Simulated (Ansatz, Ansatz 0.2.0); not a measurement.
# Lattice constants of VSb₂: a short c axis in PBEsol and a closer r²SCAN cell with a doubtful moment

## Starting point

VSb₂ crystallises in the tetragonal CuAl₂ type, space group I4/mcm, with chains of vanadium atoms along the c axis. The reference values are a = 6.55 Å and c = 5.63 Å, taken from a printed reference work on crystal structures of intermetallic A2B phases. They are compiled values; neither the method nor the temperature is given with them. We take them to be rounded X-ray results for the bulk phase near room temperature, which is our own reading. The diffraction structure from the Crystallography Open Database, from which our relaxations start, has a = 6.554 Å and c = 5.637 Å. It is longer by 0.004 Å and 0.007 Å, differences that rounding and ordinary scatter between samples can easily produce and that are small beside the errors of common density functionals.

| compared with | measured | source's wording or label | method |
| --- | --- | --- | --- |
| a (Å) | 6.55 | tetragonal a | compiled value, method not stated |
| c (Å) | 5.63 | tetragonal c | compiled value, method not stated |

Conditions are those given with the value in the passage it was taken from; "not stated" means there, and the paper may say more elsewhere. The values are a selection: others may have been left out beforehand as unlike or outlying.

## Choices

We look for the cheapest level of theory that gives both lattice constants within 1 % of the reference, that is, within about 0.07 Å in a and 0.06 Å in c. This target is our choice. It is wide enough that the rounding of the compiled values should not matter, and narrow enough to expose a functional that binds clearly too weakly or too strongly. The two axes are judged separately, because an error in the axial ratio can hide behind a good volume.

The model is the ordered, stoichiometric crystal with six atoms in the primitive cell, its cell and atoms relaxed without temperature or zero-point motion. For a metallic compound of these elements we expect this static cell to be shorter than the room-temperature one by a few tenths of a per cent in length, so a slightly short result is preferable to a slightly long one.

No magnetic order is established for VSb₂, but vanadium can carry a moment in a calculation, and a moment usually expands the lattice. We therefore watch the moments along with the cell. The work begins with a semilocal functional on a coarse k mesh, then refines the mesh, and moves to another functional only if the lattice constants call for it.

Plain PBE isn't shown in this study.

System: VSb2, CuAl2 type (C16), tetragonal; I4/mcm (No. 140), 6 atoms in the primitive cell; the database structure is a diffraction structure: a = 6.554 Å, c = 5.637 Å; structure from the Crystallography Open Database.

On the selection of runs and values: Further runs on this system are not shown.

## 1. PBEsol on a coarse mesh

PBEsol was built for the equilibrium structures of solids and costs no more than other gradient-corrected functionals, so it is a sensible first choice for a lattice constant. We start with a 4×4×4 mesh and a ferromagnetic initial moment. For a metal this mesh is probably too coarse for a final judgement, but it shows cheaply where the cell is heading and whether vanadium keeps its moment. We expect both axes to come out somewhat short.

**Run 1.** Ansatz 0.2.0: PBEsol, ferromagnetic start, cell and atoms relaxed from the database structure, PAW set soft_2, cutoff 420 eV (default), 4x4x4 k mesh, Gaussian smearing 0.1 eV.

Key lines of the input:
```
crystal:
  # lattice and atoms, with starting spins
kpoints:
  mp_grid: { grid: [4, 4, 4] }
hamiltonian:
  xc: pbesol
scf:
  occupations: { method: gaussian, width: 0.1 }
output:
  forces: true
  stress: true
magnetization:
  spin_polarized: true
relax:
  adjacent_minimum: "off"
  f_tol: 0.005
  max_steps: 60
  cell: { stress_tol: 0.03 }
```

Command:
```
ansatz run input.yaml --threads 4 --pin off --max-ram 16384MiB --backend cpu --events-out ev --progress --plain --runs-dir out
```

Selected lines of the output:
```
relax step   1: F+E_penalty+E_count = -31403.65181823 eV  [...]  max|allowed force component| = 1.084e-1 eV/Å  [...]  P = -3.349 GPa  Ω = 121.052 Å³  (15 SCF iters, dr2 threshold 1.00e-7 [...]
relax step   4: F+E_penalty+E_count = -31403.71172656 eV  [...]  max|allowed force component| = 3.213e-3 eV/Å  [...]  P = -0.012 GPa  Ω = 117.117 Å³  [...]
Magnetization: 0.3671 μB (43.1836 up, 42.8164 down)
```

Converged; 23 s on 4 cores of Arm Neoverse V1, shared host. Warnings: seeded_moment_not_kept (in short: The SCF closed on a magnetic arrangement other than the starting moments, e.g. losing its moment, which doesn't show which is lower; absence of the warning proves nothing).

| quantity | run 1 | measured | deviation |
| --- | --- | --- | --- |
| a (Å) | 6.526 | 6.55 | −0.024 (−0.4 %) |
| c (Å) | 5.501 | 5.63 | −0.129 (−2.3 %) |
| net moment per formula unit (μB) | 0.184 |  |  |
| size of moment on V (μB) | 0.170 |  |  |
| conventional cell volume (Å³) | 234.23 |  |  |

The a axis is 0.4 % short and well inside the target, but c is 2.3 % short and misses it. Missing thermal expansion has the right sign to explain part of this, but a few tenths of a per cent can't account for the gap in c. The error is strongly anisotropic: the cell is compressed mainly along the vanadium chains.

A small net moment of 0.184 μB per formula unit survives. The program warns that the self-consistent cycle closed on a magnetic arrangement other than the one it started from, which does not tell us which arrangement is lower in energy. On so coarse a mesh, a weak moment in a metal may itself be a product of the sampling.

## 2. Denser k meshes for PBEsol

Before the functional is blamed for the short c axis, the Brillouin-zone sampling has to be settled. We repeat the relaxation on 8×8×8 and 10×10×10 meshes, with everything else unchanged. The first run took well under a minute, so the denser meshes are affordable, and two of them show whether the cell has stopped moving. We expect c to shift noticeably from the coarse value, and the small moment may change or vanish.

**Run 2.** Ansatz 0.2.0: PBEsol, ferromagnetic start, cell and atoms relaxed from the database structure, PAW set soft_2, cutoff 420 eV (default), 8x8x8 k mesh, Gaussian smearing 0.1 eV.

Key lines of the input, as changed from run 1:
```diff
  kpoints:
-   mp_grid: { grid: [4, 4, 4] }
+   mp_grid: { grid: [8, 8, 8] }
```

Selected lines of the output:
```
    - [3.2576395486248213, 3.2576395486248213, -2.75511672247262]
Magnetization: 0.0000 μB (43.0000 up, 43.0000 down)
```

Converged; 2.2 min, same machine. Warnings: seeded_moment_not_kept.

**Run 3.** Ansatz 0.2.0: PBEsol, ferromagnetic start, cell and atoms relaxed from the database structure, PAW set soft_2, cutoff 420 eV (default), 10x10x10 k mesh, Gaussian smearing 0.1 eV.

Key lines of the input, as changed from run 1:
```diff
  kpoints:
-   mp_grid: { grid: [4, 4, 4] }
+   mp_grid: { grid: [10, 10, 10] }
```

Selected lines of the output:
```
    - [3.2568209314185146, 3.2568209314185146, -2.756540581828781]
Magnetization: 0.0000 μB (43.0000 up, 43.0000 down)
```

Converged; 2.6 min on 4 cores of Arm Neoverse V2, shared host. Warnings: seeded_moment_not_kept.

| quantity | run 2 | run 3 | measured |
| --- | --- | --- | --- |
| a (Å) | 6.515 | 6.514 | 6.55 |
| c (Å) | 5.510 | 5.513 | 5.63 |
| net moment per formula unit (μB) | 0.000 | 0.000 |  |
| size of moment on V (μB) | 0.000 | 0.000 |  |
| conventional cell volume (Å³) | 233.90 | 233.91 |  |

The small moment vanishes on both denser meshes, so it belonged to the coarse sampling. The lattice constants barely follow: from 8×8×8 to 10×10×10, neither axis changes by more than 0.003 Å. We had expected the denser mesh to shift c noticeably, but it recovers only about 0.01 Å of the shortfall. On the densest mesh c is still 0.117 Å, or 2.1 %, below the reference, while a is within the target. Sampling therefore does not explain the miss, and 8×8×8 is dense enough for PBEsol at this target.

## 3. An antiferromagnetic start

The ferromagnetic start ends without a moment, but this does not exclude antiparallel moments on the vanadium atoms. Such an order could lengthen the chains, which is the direction in which the cell is too short. We keep PBEsol and the 8×8×8 mesh and change only the initial arrangement of the moments. With no magnetic order established for this compound, we think it more likely that these moments collapse too, but the test is cheap and bears directly on c.

**Run 4.** Ansatz 0.2.0: PBEsol, antiferromagnetic start, cell and atoms relaxed from the database structure, PAW set soft_2, cutoff 420 eV (default), 8x8x8 k mesh, Gaussian smearing 0.1 eV.

Key lines of the input, as changed from run 1:
```diff
  kpoints:
-   mp_grid: { grid: [4, 4, 4] }
+   mp_grid: { grid: [8, 8, 8] }
```

Selected lines of the output:
```
    - [3.2576402959707464, 3.2576402959707464, -2.755115119414749]
Magnetization: 0.0000 μB (43.0000 up, 43.0000 down)
```

Converged; 3 min, same machine. Warnings: seeded_moment_not_kept.

| quantity | run 4 | measured | deviation |
| --- | --- | --- | --- |
| a (Å) | 6.515 | 6.55 | −0.035 (−0.5 %) |
| c (Å) | 5.510 | 5.63 | −0.120 (−2.1 %) |
| net moment per formula unit (μB) | 0.000 |  |  |
| size of moment on V (μB) | 0.000 |  |  |
| conventional cell volume (Å³) | 233.90 |  |  |

The antiparallel moments collapse as well, and the relaxation ends in the same non-magnetic cell as the ferromagnetic start, with c 2.1 % short. Neither collinear order in the primitive cell survives in PBEsol on this mesh, so magnetism of this kind offers no way to lengthen the chains at this level.

## 4. PBEsol with norm-conserving pseudopotentials

The soft PAW set with its default cutoff is the next numerical suspect. We repeat the PBEsol relaxation in the same program with PseudoDojo norm-conserving pseudopotentials and the much higher cutoff they need, keeping the 8×8×8 mesh. This will cost considerably more than the PAW runs, but it should be done before the short c axis is charged to the functional. We expect changes of a few hundredths of an ångström at most, too little to bring c within the target.

**Run 5.** Ansatz 0.2.0: PBEsol, PseudoDojo norm-conserving pseudopotentials, ferromagnetic start, cell and atoms relaxed from the database structure, cutoff 1143 eV (default), 8x8x8 k mesh, Gaussian smearing 0.1 eV.

Key lines of the input, as changed from run 2:
```diff
  hamiltonian:
+   pseudopotentials: { kind: nc, accuracy: standard }
```

Selected lines of the output:
```
Basis set: ecut = 1142.878222 eV, 10255 PW (Γ) [...]
    - [3.2571659155668597, 3.2571659155668597, -2.754826906866995]
Magnetization: 0.0001 μB (43.0001 up, 42.9999 down)
```

Converged; 6.6 min, same machine. Warnings: seeded_moment_not_kept.

| quantity | run 5 | measured | deviation |
| --- | --- | --- | --- |
| a (Å) | 6.514 | 6.55 | −0.036 (−0.5 %) |
| c (Å) | 5.510 | 5.63 | −0.120 (−2.1 %) |
| net moment per formula unit (μB) | 0.000 |  |  |
| size of moment on V (μB) | 0.000 |  |  |
| conventional cell volume (Å³) | 233.81 |  |  |

The two kinds of potential agree to about 0.001 Å in both axes, although the norm-conserving run uses a far higher cutoff. With c still 2.1 % short, the soft PAW set is not to blame. Mesh, starting magnetic order and potentials have now each been changed without closing the gap, which points to PBEsol itself or to something the static, ordered model leaves out. The usual thermal expansion is too small to supply the missing length.

## 5. The meta-GGA r²SCAN

The next step up is r²SCAN, which also uses the kinetic-energy density and often gives somewhat longer bonds than PBEsol. We return to the PAW set, which the last comparison supports for PBEsol, and keep the 8×8×8 mesh. We expect both axes to lengthen; whether c gains enough is open. The moment needs watching, because functionals of this family tend to favour magnetism too strongly in itinerant metals, and a spurious moment could expand the cell for the wrong reason.

**Run 6.** Ansatz 0.2.0: r2SCAN, ferromagnetic start, cell and atoms relaxed from the database structure, PAW set soft_2, cutoff 500 eV (default), 8x8x8 k mesh, Gaussian smearing 0.1 eV.

Key lines of the input, as changed from run 2:
```diff
  hamiltonian:
-   xc: pbesol
+   xc: r2scan
```

Selected lines of the output:
```
relax step   1: F+E_penalty+E_count = -31831.02372561 eV  [...]  max|allowed force component| = 1.135e-2 eV/Å  [...]  P = -0.057 GPa  Ω = 121.052 Å³  (23 SCF iters, dr2 threshold 1.00e-7 [...]
    - [3.283104000446888, 3.283104000446888, -2.8024840809784735]
Magnetization: 1.0217 μB (43.5108 up, 42.4892 down)
```

Converged; 4 min on 4 cores of Arm Neoverse V1, shared host.

| quantity | run 6 | measured | deviation |
| --- | --- | --- | --- |
| a (Å) | 6.566 | 6.55 | +0.016 (+0.2 %) |
| c (Å) | 5.605 | 5.63 | −0.025 (−0.4 %) |
| net moment per formula unit (μB) | 0.511 |  |  |
| size of moment on V (μB) | 0.559 |  |  |
| conventional cell volume (Å³) | 241.66 |  |  |

Both axes now lie within the target: a is 0.2 % long and c 0.4 % short. Compared with PBEsol on the same mesh, c grows by 0.095 Å and a by 0.051 Å, so the chain direction gains most, as the earlier miss required.

The cell comes with a ferromagnetic moment of 0.511 μB per formula unit, where PBEsol has none. No magnetic order is established for VSb₂, and r²SCAN is known to exaggerate moments in itinerant metals, so this one is probably spurious. Part of the added length may come from it. A non-magnetic r²SCAN relaxation, which would separate the two effects, is not shown in this report.

## 6. Mesh sensitivity of the r²SCAN cell

With PBEsol a weak moment came and went with the k mesh, so the r²SCAN result needs a sampling test of its own. We repeat it on the 4×4×4 mesh, which is cheap. The coarse run can't replace the present result or prove it converged, but it shows how strongly cell and moment respond to the sampling. We expect the moment to change more than the lattice constants.

**Run 7.** Ansatz 0.2.0: r2SCAN, ferromagnetic start, cell and atoms relaxed from the database structure, PAW set soft_2, cutoff 500 eV (default), 4x4x4 k mesh, Gaussian smearing 0.1 eV.

Key lines of the input, as changed from run 1:
```diff
  hamiltonian:
-   xc: pbesol
+   xc: r2scan
```

Selected lines of the output:
```
    - [3.2887164444286805, 3.2887164444286805, -2.7865901608752903]
Magnetization: 0.7203 μB (43.3602 up, 42.6398 down)
```

Converged; 72 s, same machine.

| quantity | run 7 | measured | deviation |
| --- | --- | --- | --- |
| a (Å) | 6.577 | 6.55 | +0.027 (+0.4 %) |
| c (Å) | 5.573 | 5.63 | −0.057 (−1.0 %) |
| net moment per formula unit (μB) | 0.360 |  |  |
| size of moment on V (μB) | 0.386 |  |  |
| conventional cell volume (Å³) | 241.11 |  |  |

On the coarse mesh c is 0.032 Å shorter and lands on the edge of the target, where the rounded reference can't decide between pass and miss, while a is 0.011 Å longer and still passes. The moment drops from 0.511 to 0.360 μB per formula unit, in relative terms a far larger change than that of the cell. The c axis is more sensitive to the sampling in r²SCAN than in PBEsol, where it moved by only 0.009 Å between the same two meshes.

The 4×4×4 mesh is therefore too coarse for r²SCAN. The pass in c rests on the 8×8×8 mesh, and its distance from the limit is about as large as the change just seen. How much a still denser mesh would alter it is not shown in this report.

## 7. PBEsol with a Hubbard U on vanadium

The longer c axis of r²SCAN came together with a moment on vanadium. Adding a Hubbard U of 3.25 eV to PBEsol tests whether stronger localisation of the d electrons, probably with a moment, also lengthens the chains when the underlying functional stays the same. It is also a possible cheaper route to the target. For an itinerant metal such a U is hard to justify, so agreement in the cell alone would not make the electronic state credible. We expect a clear moment and a longer c, possibly too long.

**Run 8.** Ansatz 0.2.0: PBEsol+U (V 3.25 eV on ortho-atomic projectors), ferromagnetic start, cell and atoms relaxed from the database structure, PAW set soft_2, cutoff 420 eV (default), 8x8x8 k mesh, Gaussian smearing 0.1 eV.

Key lines of the input, as changed from run 2:
```diff
  hamiltonian:
+   hubbard:
+     sites: [{ species: V, l: d, u_eff: 3.25 }]
+     projectors: ortho-atomic
```

Selected lines of the output:
```
relax step   1: F+E_penalty+E_count = -31396.94145763 eV  [...]  max|allowed force component| = 1.904e-3 eV/Å  [...]  P = +6.702 GPa  Ω = 121.052 Å³  (26 SCF iters, dr2 threshold 1.00e-7 [...]
    - [3.3115471682179685, 3.3115471682179685, -2.9770534834842817]
Magnetization: 5.3772 μB (45.6886 up, 40.3114 down)
```

Converged; 1.8 min, same machine. Warnings: filled_band_counts_differ_across_k_points (in short: The SCF's last iteration fills more bands at some k-points than others; expected for a known metal, but in hybrid or +U runs it may flag a wrong filling).

| quantity | run 8 | measured | deviation |
| --- | --- | --- | --- |
| a (Å) | 6.623 | 6.55 | +0.073 (+1.1 %) |
| c (Å) | 5.954 | 5.63 | +0.324 (+5.8 %) |
| net moment per formula unit (μB) | 2.689 |  |  |
| size of moment on V (μB) | 2.727 |  |  |
| conventional cell volume (Å³) | 261.18 |  |  |

The Hubbard term overshoots badly. The c axis comes out 5.8 % too long, a far larger error than the shortfall of plain PBEsol, and a misses the target narrowly at 1.1 %. The moment rises to 2.689 μB per formula unit, in a compound for which no magnetic order is established. This U is no usable route to the lattice constants of VSb₂.

Relative to PBEsol on the same mesh, c grows by 0.444 Å and a by only 0.108 Å. Localising the d electrons and letting them polarise thus stretches the crystal mainly along the vanadium chains. The run changes both at once and can't divide the effect between them. It does strengthen the suspicion that the moment in r²SCAN contributes to the longer c axis there, without proving it.

The program warns that the number of filled bands differs between k points. That is normal for a metal, though with a Hubbard term it can also point to a wrong filling; which of the two applies is not shown in this report, and with so large a miss the verdict on this level does not depend on it.

## Table of results

| run | settings | a (Å) | deviation | c (Å) | deviation | cost |
| --- | --- | --- | --- | --- | --- | --- |
| 1 | PBEsol, ferromagnetic start, PAW set soft_2, cutoff 420 eV (default), 4x4x4 k mesh | 6.526 | −0.024 (−0.4 %) | 5.501 | −0.129 (−2.3 %) | 91 core-s |
| 2 | PBEsol, ferromagnetic start, PAW set soft_2, cutoff 420 eV (default), 8x8x8 k mesh | 6.515 | −0.035 (−0.5 %) | 5.510 | −0.120 (−2.1 %) | 8.7 core-min |
| 3 | PBEsol, ferromagnetic start, PAW set soft_2, cutoff 420 eV (default), 10x10x10 k mesh | 6.514 | −0.036 (−0.6 %) | 5.513 | −0.117 (−2.1 %) | 11 core-min |
| 4 | PBEsol, antiferromagnetic start, PAW set soft_2, cutoff 420 eV (default), 8x8x8 k mesh | 6.515 | −0.035 (−0.5 %) | 5.510 | −0.120 (−2.1 %) | 12 core-min |
| 5 | PBEsol, PseudoDojo norm-conserving pseudopotentials, ferromagnetic start, cutoff 1143 eV (default), 8x8x8 k mesh | 6.514 | −0.036 (−0.5 %) | 5.510 | −0.120 (−2.1 %) | 26 core-min |
| 6 | r2SCAN, ferromagnetic start, PAW set soft_2, cutoff 500 eV (default), 8x8x8 k mesh | 6.566 | +0.016 (+0.2 %) | 5.605 | −0.025 (−0.4 %) | 16 core-min |
| 7 | r2SCAN, ferromagnetic start, PAW set soft_2, cutoff 500 eV (default), 4x4x4 k mesh | 6.577 | +0.027 (+0.4 %) | 5.573 | −0.057 (−1.0 %) | 4.8 core-min |
| 8 | PBEsol+U (V 3.25 eV on ortho-atomic projectors), ferromagnetic start, PAW set soft_2, cutoff 420 eV (default), 8x8x8 k mesh | 6.623 | +0.073 (+1.1 %) | 5.954 | +0.324 (+5.8 %) | 7 core-min |
|  | measured | 6.55 |  | 5.63 |  |  |

Further runs on the same system, made beside this series (convergence steps with loose settings among them):

| further | settings | a (Å) | deviation | c (Å) | deviation | cost | status |
| --- | --- | --- | --- | --- | --- | --- | --- |
| F1 | PBEsol with spin-orbit coupling, ferromagnetic start, cutoff 420 eV (default), 8x8x8 k mesh | 6.514 | −0.036 (−0.5 %) | 5.513 | −0.117 (−2.1 %) | 13 core-min | warnings: seeded_moment_not_kept |
| F2 | r2SCAN+rVV10, ferromagnetic start, PAW set soft_2, cutoff 500 eV (default), 8x8x8 k mesh | 6.544 | −0.006 (−0.1 %) | 5.572 | −0.058 (−1.0 %) | 19 core-min |  |
| F3 | PBEsol+D3(BJ), ferromagnetic start, PAW set soft_2, cutoff 420 eV (default), 8x8x8 k mesh | 6.423 | −0.127 (−1.9 %) | 5.420 | −0.210 (−3.7 %) | 5.9 core-min | warnings: seeded_moment_not_kept |
| F4 | BLYP+D3(BJ), ferromagnetic start, PAW set soft_2, cutoff 420 eV (default), 8x8x8 k mesh | 6.498 | −0.052 (−0.8 %) | 5.519 | −0.111 (−2.0 %) | 6.7 core-min | warnings: seeded_moment_not_kept |
| F5 | BLYP, ferromagnetic start, PAW set soft_2, cutoff 420 eV (default), 8x8x8 k mesh | 6.741 | +0.191 (+2.9 %) | 5.783 | +0.153 (+2.7 %) | 8.8 core-min | warnings: seeded_moment_not_kept |
| F6 | LDA+U (V 3.25 eV on ortho-atomic projectors), ferromagnetic start, PAW set soft_2, cutoff 420 eV (default), 8x8x8 k mesh | 6.535 | −0.015 (−0.2 %) | 5.910 | +0.280 (+5.0 %) | 4.6 core-min | warnings: filled_band_counts_differ_across_k_points |
|  | measured | 6.55 |  | 5.63 |  |  |  |

## Judgement

r²SCAN on the 8×8×8 mesh meets the target for both axes, with a 0.2 % too long and c 0.4 % too short, at a cost of 16 core-minutes. It is the cheapest level shown that does so, but its agreement can't be credited to the right physics without reserve. The cell carries a ferromagnetic moment of 0.511 μB per formula unit, although no magnetic order is established for VSb₂, and this moment may help to lengthen c.

PBEsol describes a well but leaves c 2.1 % short. The denser meshes and the second set of potentials mattered most here, because they showed that neither the sampling nor the potentials cause this miss. The effect of another smearing width is not shown in this report. The antiferromagnetic start led back to the same non-magnetic cell. A run with spin-orbit coupling, which also changes the potentials, leaves c equally short, and a D3 correction shortens it further. The Hubbard term with a U of 3.25 eV was a detour as a route to the target: c becomes far too long with PBEsol+U, and likewise with LDA+U.

Thermal expansion, a few tenths of a per cent in length, would bring the r²SCAN value of c closer to the reference but carry a further above it. Both axes should still stay within the target.

Two points remain open. One is how much of the r²SCAN length is owed to the moment. The other is the sampling: c changed by 0.032 Å between the two r²SCAN meshes, and a denser one is not shown. Adding rVV10 shortens c to the edge of the target, too close to call against a rounded reference. Plain PBE, which usually gives longer lattice constants than PBEsol, is a natural cheaper candidate, but it is not shown in this report.

[Logs are printed without paths, hosts, clocks, repeated set-up lines and the standing remarks that a program may print on its own settings, such as how far it seeks lower states.]

[The runs shown are a pick from a larger set of finished runs; failed, doubtful and other runs were left out of it ahead of writing. So were measured values far from every level or from commonly accepted values, and agreement can look better than it is. Lines of input and output are excerpts and may be shortened.]
